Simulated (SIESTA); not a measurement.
SrCl2:

```
CELL_PARAMETERS angstrom
0.00000 3.48835 3.48835
3.48835 0.00000 3.48835
3.48835 3.48835 0.00000
ATOMIC_POSITIONS crystal
Sr 0.00000 0.00000 0.00000
Cl 0.75000 0.75000 0.75000
Cl 0.25000 0.25000 0.25000
```

Base run:

```yaml
Program: SIESTA 5.4.2
Functional: PBE
Potentials_or_basis: PseudoDojo 0.4 standard (PBE files)
Basis: DZP (energy shift 0.003 Ry; two zetas on semicore shells; d shell added on Sr)
Grid_cutoff: 800 Ry
Energy_shift: 0.003 Ry
k_mesh: 7 × 7 × 7
Occupations: fermi-dirac, width 0.05 eV
Spin: no spin polarisation
```

Its results: band gap on the k mesh 5.50 eV, indirect (least direct gap 5.80 eV); pressure 1.2 GPa.

Question: The run is repeated on the same cell with these changes: basis from DZP (energy shift 0.003 Ry; two zetas on semicore shells; d shell added on Sr) to SZP (energy shift 0.003 Ry; d shell added on Sr); k mesh from 7 × 7 × 7 to 5 × 5 × 5. What comes out?

Answer: Band gap on the k mesh 5.64 eV, indirect (least direct gap 5.88 eV); pressure 1.2 GPa.

Several settings changed at once, so the effect can't be laid on one alone.

Caveats: an odd mesh through Γ misses points on the zone boundary, where band edges often lie; the basis of atomic orbitals isn't converged, which shifts pressures, moduli and gaps; the basis holds too few empty states to meet the f-sum rule, so the spectrum is short of weight at high energy (some runs).

Not every run made on this cell is shown here.
